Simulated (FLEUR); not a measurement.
## KTaO3: band structure with r2SCAN

Crystal: KTaO3.

```
CELL_PARAMETERS angstrom
3.98830 0.00000 0.00000
0.00000 3.98830 0.00000
0.00000 0.00000 3.98830
ATOMIC_POSITIONS crystal
Ta 0.00000 0.00000 0.00000
K 0.50000 0.50000 0.50000
O 0.00000 0.00000 0.50000
O 0.00000 0.50000 0.00000
O 0.50000 0.00000 0.00000
```

```
Program                  : FLEUR MaX-R8.1 (later development tree)
Task                     : band structure
Functional               : r2SCAN
Potentials or basis      : all-electron
Basis                    : FLAPW
Kmax                     : 5.41 1/bohr
k mesh                   : 7 × 7 × 7
Occupations              : fermi-dirac, width 0.05 eV
Spin                     : no spin polarisation
Gmax                     : 16.8 1/bohr
Muffin-tin radii         : Ta 2.16, K 2.49, O 1.33 bohr
lmax                     : Ta 9, K 10, O 8
lnonsphr                 : Ta 9, K 10, O 8
Local orbitals a species : Ta 4, K 5, O 3
Max iterations           : 80
Mixing factor            : 0.05
Mixer                    : Anderson
Mixer history            : 30
Density convergence      : 0.0001 me/bohr^3
```

```yaml
Band_gap_on_the_k_mesh: 2.69 eV, indirect (least direct gap 3.29 eV)
Band_gap_along_the_path: 2.62 eV, indirect (least direct gap 3.29 eV)
Valence_electrons_inside_the_program's_atomic_spheres: Ta 23.55; K 7.76; O 4.29 (radii Ta 2.16, K 2.49, O 1.33 bohr)
```

Levels at the corners of the path, in eV from the valence-band top:
```tsv
point	band 24	band 25	band 26	band 27	band 28	band 29	band 30	band 31
Γ	-1.09	-0.66	-0.66	-0.66	2.62	2.62	2.62	7.18
X	-2.15	-1.55	-0.89	-0.89	2.78	5.46	5.46	7.21
M	-1.74	-1.46	-1.46	-0.04	5.50	5.50	6.81	8.21
Γ	-1.09	-0.66	-0.66	-0.66	2.62	2.62	2.62	7.18
R	-3.95	0.00	0.00	0.00	6.95	6.95	6.95	9.65
X	-2.15	-1.55	-0.89	-0.89	2.78	5.46	5.46	7.21
M	-1.74	-1.46	-1.46	-0.04	5.50	5.50	6.81	8.21
R	-3.95	0.00	0.00	0.00	6.95	6.95	6.95	9.65
```

Core levels (eV from the Fermi level):
```csv
atom,levels
1 Ta,"1s1/2 -67276.5, 2s1/2 -11546.4, 2p1/2 -11032.4, 2p3/2 -9762.2, 3s1/2 -2640.5, 3p1/2 -2412.5, 3p3/2 -2139.0, 4s1/2 -533.8, 3d3/2 -1755.2, 3d5/2 -1695.6, 4p1/2 -439.8, 4p3/2 -376.9, 4d3/2 -222.8, 4d5/2 -211.3"
2 K,"1s1/2 -3514.1, 2s1/2 -345.0, 2p1/2 -273.5, 2p3/2 -270.6"
3 O,1s1/2 -503.7
4 O,1s1/2 -503.7
5 O,1s1/2 -503.7
```

Wall time 2.3 min on 4 MPI ranks on Arm Neoverse V1, with other jobs on the host.

Caveat: the meta-GGA is that of a development version, with a GGA for the radial functions and cores and without core tails; spin-orbit coupling is left out, which moves the levels of the heavy elements. r2SCAN opens gaps a little over a GGA but as a rule still falls short of measured ones.
